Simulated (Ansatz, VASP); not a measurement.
Given: the input of a run of VASP 6.6.1 on Al (Aluminum). 

Contents of INCAR:

```
  PREC = Accurate
  ENCUT = 520
  EDIFF = 1E-7
  ISMEAR = -1
  SIGMA = 0.05
  LREAL = F
  LASPH = T
  NELM = 100
  ALGO = Normal
  ISIF = 2
  LWAVE = F
  LCHARG = F
  GGA = PS
  NBANDS = 8
```

Contents of KPOINTS:

```
regular mesh
0
Gamma
  11 11 11
```

Contents of POSCAR:

```
Al
1.0
    0.0000000000      2.0248050000      2.0248050000
    2.0248050000      0.0000000000      2.0248050000
    2.0248050000      2.0248050000      0.0000000000
Al
1
Direct
    0.0000000000      0.0000000000      0.0000000000
```

Potentials or basis: VASP PAW PBE potentials, release 64 (Al).

Command:

```console
$ cat potpaw_PBE.64/Al/POTCAR > POTCAR
$ mpirun -np 1 vasp_std > vasp.out
```

Question: Set up the same calculation for Ansatz 0.2.0. Potentials or basis there: Ansatz PAW, cutoff 420 eV.

Answer: As run (cutoffs and basis follow the program's own potentials, and thresholds, step limits or extra output files can differ):

The input input.yaml:

```yaml
crystal:
  lattice:
    - [0.0, 2.024805, 2.024805]
    - [2.024805, 0.0, 2.024805]
    - [2.024805, 2.024805, 0.0]
  atoms:
    - { symbol: Al, position: [0.0, 0.0, 0.0] }
hamiltonian:
  xc: pbesol
  pseudopotentials: { kind: paw }
kpoints:
  mp_grid: { grid: [11, 11, 11] }
scf:
  occupations: { method: fermi_dirac, width: 0.05 }
output:
  forces: true
  stress: true
  eigenvalues: true
  write_density: true
  write_potential: true
  elf: true
  volumetric_format: npy
```

Potentials or basis: Ansatz PAW.

Run with:

```bash
$ ansatz run input.yaml --threads 1 --pin off --max-ram 3584MiB --backend cpu --events-out ev --progress --plain --runs-dir out
```

Both were run:

|  | VASP | Ansatz |
| --- | --- | --- |
| Pressure | -1.9 GPa | -1.9 GPa |

Ansatz's pressure holds a Pulay term of +0.06 GPa for its cutoff of 420 eV, which the other run lacks.

VASP's potentials were made for PBE. Ansatz's potentials were made for PBE.

Where Ansatz's input types no cutoff or centring, it takes its own default and a Γ-centred mesh.

Pressure is positive in compression.
